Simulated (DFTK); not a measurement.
Here is a DFTK 0.8.2 calculation.

The input run.jl:

```julia
using DFTK
using PseudoPotentialData
using Unitful, UnitfulAtomic
using LinearAlgebra, Printf
include("save.jl")
disable_threading()

# lattice vectors are the columns
lattice = austrip(1u"Å") * [      -1.58422        1.58422        1.58422;
                  1.58422       -1.58422        1.58422;
                  1.58422        1.58422       -1.58422]
symbols   = [:Pt]
positions = [[0.0, 0.0, 0.0]]
pseudopotentials = PseudoFamily("dojo.nc.sr.pbesol.v0_4_1.standard.upf")
elements = Dict(s => ElementPsp(s, pseudopotentials) for s in unique(symbols))
atoms    = [elements[s] for s in symbols]

build_model(lattice, positions; symmetries=true) =
    model_DFT(lattice, atoms, positions;
              functionals=PBEsol(),
              temperature=austrip(0.05u"eV"),
              smearing=Smearing.FermiDirac(),
              symmetries)
Ecut  = 42.0  # hartree
kgrid = [12, 12, 12]
tol   = 1e-6
to_GPa = ustrip(uconvert(u"GPa", 1u"hartree/bohr^3"))

results["points"] = []
for scale in [0.94, 0.96, 0.98, 1.0, 1.02, 1.04, 1.06]
    println("\n=== scale = ", scale)
    model = build_model(cbrt(scale) * lattice, positions)
    basis = PlaneWaveBasis(model; Ecut, kgrid)
    t0 = time()
    scfres = self_consistent_field(basis;
                                   tol,
                                   nbandsalg=AdaptiveBands(model; n_bands_converge=14))
    seconds = time() - t0
    @printf "SCF: %d iterations, %.1f s\n" scfres.n_iter seconds
    forces = compute_forces_cart(scfres)
    stress = compute_stresses_cart(scfres)
    @printf "V = %.5f Å^3  F = %.8f Ha  max force = %.5f eV/Å  p = %.4f GPa\n" ustrip(auconvert(u"Å^3", model.unit_cell_volume)) scfres.energies.total ustrip(auconvert(u"eV/Å", maximum(norm, forces))) (-tr(stress) / 3 * to_GPa)
    push!(results["points"], save_scf!(scfres; forces, stress, d=Dict{String,Any}("seconds" => seconds, "n_matvec" => get(scfres, :n_matvec, 0))))
end

# third-order Birch-Murnaghan fit in x = V^(-2/3)
V = [0.94, 0.96, 0.98, 1.0, 1.02, 1.04, 1.06] * abs(det(lattice))
E = [p["total"] for p in results["points"]]
x = V .^ (-2 / 3)
c = [x .^ 0 x x .^ 2 x .^ 3] \ E
Δ = c[3]^2 - 3c[2] * c[4]
if Δ > 0
    x0 = (-c[3] + sqrt(Δ)) / 3c[4]
    B0 = 4 / 9 * x0^(7 / 2) * (2c[3] + 6c[4] * x0)
    @printf "V0 = %.4f Å^3  B0 = %.2f GPa\n" ustrip(auconvert(u"Å^3", x0^(-3 / 2))) B0 * to_GPa
end
```

Potentials or basis: dojo.nc.sr.pbesol.v0_4_1.standard.upf (PBEsol).

Launch:

```bash
$ julia --threads=1 run.jl  # save.jl only writes the numbers to a file and isn't shown; printed stress counts tension as positive; times include loading and compiling
```

(1) Predict the pressure derivative of the bulk modulus.

(2) What does it give for the equilibrium volume?

(3) Predict the bulk modulus.

Results:

(1) 5.4.

(2) 15.17 Å³/atom.

(3) 279 GPa.
